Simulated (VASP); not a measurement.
# A VASP 6.6.1 single-point calculation on HgS

INCAR

```
NSW = 0
LWAVE = .FALSE.
LASPH = .TRUE.
IBRION = -1
LREAL = .FALSE.
ISIF = 2
EDIFF = 1E-7
LCHARG = .FALSE.
ENCUT = 520
ISMEAR = -1
GGA = PE
SIGMA = 0.01
NBANDS = 16
NELM = 120
PREC = Medium
```

KPOINTS

```
KPOINTS created by Atomic Simulation Environment
0
Gamma
8 8 8
0 0 0
```

POSCAR

```
Hg S
 1.0000000000000000
     0.0000000000000000    2.8869061985000002    2.8869061985000002
     2.8869061985000002    0.0000000000000000    2.8869061985000002
     2.8869061985000002    2.8869061985000002    0.0000000000000000
 Hg  S
   1   1
Cartesian
  0.0000000000000000  0.0000000000000000  0.0000000000000000
  1.4434530992499999  1.4434530992499999  1.4434530992499999
```

The recommended PBE PAW datasets give the neutral cell 18 valence electrons.

Command

```
mpirun -np 1 vasp_std
```

Problem. Predict the outcome of this run.

Solution. It converged. Results: gap between bands v and c on the k mesh 0.00 eV; least direct gap on the k mesh 0.00 eV; pressure 7.8 GPa. Band v is the last that the valence electrons fill when counted band by band, and c is the next.

OSZICAR

```
N       E                     dE             d eps       ncg     rms          rms(c)
DAV:   1     0.113007764029E+03    0.11301E+03   -0.87029E+03   936   0.102E+03
DAV:   2    -0.782717176533E+00   -0.11379E+03   -0.10613E+03  1104   0.248E+02
DAV:   3    -0.485589276917E+01   -0.40732E+01   -0.40622E+01  1160   0.485E+01
DAV:   4    -0.488103344506E+01   -0.25141E-01   -0.25138E-01  1168   0.384E+00
DAV:   5    -0.488137122502E+01   -0.33778E-03   -0.33778E-03  1144   0.426E-01    0.118E+01
DAV:   6    -0.443856130227E+01    0.44281E+00   -0.72294E-01  1384   0.124E+01    0.886E+00
DAV:   7    -0.442747408132E+01    0.11087E-01   -0.18115E-01  1184   0.306E+00    0.370E+00
DAV:   8    -0.442539713693E+01    0.20769E-02   -0.20582E-02  1152   0.184E+00    0.293E-01
DAV:   9    -0.442513460119E+01    0.26254E-03   -0.21242E-03  1112   0.723E-01    0.711E-02
DAV:  10    -0.442515522236E+01   -0.20621E-04   -0.17954E-04  1104   0.154E-01    0.550E-02
DAV:  11    -0.442517963975E+01   -0.24417E-04   -0.49987E-05  1160   0.725E-02    0.194E-02
DAV:  12    -0.442517955309E+01    0.86658E-07   -0.84922E-06  1104   0.344E-02    0.928E-03
DAV:  13    -0.442518010954E+01   -0.55645E-06   -0.15911E-06  1104   0.760E-03    0.344E-03
DAV:  14    -0.442518002167E+01    0.87865E-07   -0.56435E-08  1008   0.182E-03
   1 F= -.44251800E+01 E0= -.44251427E+01  d E =-.745919E-04
```

For comparison, a separate PBE run of the intended cell, on usual settings and not on those above, gives a gap of 0.00 eV on its mesh and a pressure of 7.7 GPa.
